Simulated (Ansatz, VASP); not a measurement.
GaAs in VASP and in Ansatz

```
Ga As
1.0
     0.00000    2.80157    2.80157
     2.80157    0.00000    2.80157
     2.80157    2.80157    0.00000
Ga As
1 1
Direct
  0.00000 0.00000 0.00000
  0.75000 0.75000 0.75000
```

Alike in both runs: functional LDA; k mesh 10 × 10 × 10; occupations gaussian, width 0.1 eV; no spin polarisation.

Ansatz relaxed the structure, and its values are those at the end. VASP's run is a single point on that final structure, the one shown.

|  | VASP | Ansatz |
| --- | --- | --- |
| version | VASP 6.6.1 | Ansatz 0.2.0 |
| potentials or method | VASP PAW LDA potentials, release 64 (Ga_d, As) | scalar-relativistic, plane waves, PAW |
| plane-wave cutoff (eV) | 520 | 420 |
| valence electrons in the cell | 18 | 28 |

```csv
,VASP,Ansatz,Ansatz less VASP
gap on the k mesh at the Fermi level (eV),0.54,0.49,-0.046
least direct gap on the mesh (eV),0.54,0.49,-0.046
pressure (GPa),0.3,0.0,-0.32
```

The two sets of potentials don't hold the same shells in valence. Ansatz warned: «pseudo_functional_mismatch».

A k mesh can miss the band edges. LDA gaps usually lie below the measured ones, often by a third to a half.
